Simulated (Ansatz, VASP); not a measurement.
# Sb in VASP and in Ansatz

File INCAR:

```
SYSTEM = Sb
PREC = Accurate ; ENCUT = 520
EDIFF = 1E-6 ; ISMEAR = -1
SIGMA = 0.15 ; LREAL = .False.
LASPH = .True. ; NELM = 60
ALGO = Normal ; ISIF = 2
LWAVE = .False. ; LCHARG = .False.
GGA = CA ; NBANDS = 8
```

Contents of KPOINTS:

```
regular mesh
0
Gamma
  3 3 3
  0 0 0
```

POSCAR

```
Sb
1.0
    3.5107790000      0.0000000000      0.0000000000
    0.6789527250      3.4445017614      0.0000000000
   -2.0948657819     -1.7222508144      2.2295646828
Sb
1
Direct
    0.0000000000      0.0000000000      0.0000000000
```

Input for Ansatz:

```yaml
crystal:
  lattice:
    - [3.510779, 0.0, 0.0]
    - [0.678952725039137, 3.4445017613586626, 0.0]
    - [-2.0948657819404604, -1.7222508144328752, 2.2295646827758286]
  atoms:
    - { symbol: Sb, position: [0.0, 0.0, 0.0] }
basis:
  ecutwfc: 557.833418042754
kpoints:
  mp_grid:
    grid: [3, 3, 3]
hamiltonian:
  xc: lda
scf:
  convergence:
    dr2_threshold: 1.0e-10
  occupations:
    method: fermi_dirac
    width: 0.15
output:
  forces: true
  stress: true
```

This isn't the form of Sb at room conditions, which is rhombohedral.

Alike in both runs: task single point; functional LDA; k mesh 3 × 3 × 3; occupations fermi-dirac, width 0.15 eV; no spin polarisation.

```csv
,VASP,Ansatz
version,VASP 6.6.1,Ansatz 0.2.0
potentials or method,"VASP PAW LDA potentials, release 64 (Sb)","plane waves, PAW"
plane-wave cutoff (eV),520,558
valence electrons in the cell,5,15
```

|  | VASP | Ansatz | Ansatz less VASP |
| --- | --- | --- | --- |
| pressure (GPa) | -1.0 | -1.2 | -0.21 |
| largest component of the traceless stress (GPa) | 9.94 | 9.79 | -0.145 |

The two sets of potentials don't hold the same shells in valence.

Caveats: the k mesh is coarse (spacing up to 0.94 Å⁻¹), so the values aren't converged. The runs have no spin-orbit coupling, so splittings on Sb are missing.
